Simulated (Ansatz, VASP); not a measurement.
**Sb in VASP and in Ansatz**

```
CELL_PARAMETERS angstrom
2.11022 1.21834 3.68128
-2.11022 1.21834 3.68128
0.00000 -2.43668 3.68128
ATOMIC_POSITIONS crystal
Sb 0.76651 0.76651 0.76651
Sb 0.23349 0.23349 0.23349
```

Change from the starting cell: volume scaled by 0.94.

Alike in both runs: task single point; functional PBE; k mesh 8 × 8 × 8; occupations fermi-dirac, width 0.05 eV; no spin polarisation.

|  | VASP | Ansatz |
| --- | --- | --- |
| version | VASP 6.6.1 | Ansatz 0.2.0 |
| potentials or method | VASP PAW PBE potentials, release 64 (Sb) | Ansatz PAW |
| plane-wave cutoff (eV) | 520 | 420 |
| valence electrons in the cell | 10 | 30 |

Ansatz gave:

- gap on the k mesh at the Fermi level (eV): none
- pressure (GPa): 7.1
- largest component of the traceless stress (GPa): 0.90
- rms of the force components (eV/Å): 0.298

Q: Which values does VASP return?

A: gap on the k mesh at the Fermi level (eV): none; pressure (GPa): 7.2; largest component of the traceless stress (GPa): 0.97; rms of the force components (eV/Å): 0.330.

Atom by atom the forces differ by 0.032 eV/Å (rms over components). A gap of «none» marks a metal or a gap that the smearing closes. The two sets of potentials don't hold the same shells in valence.

The runs have no spin-orbit coupling, so splittings on Sb are missing.
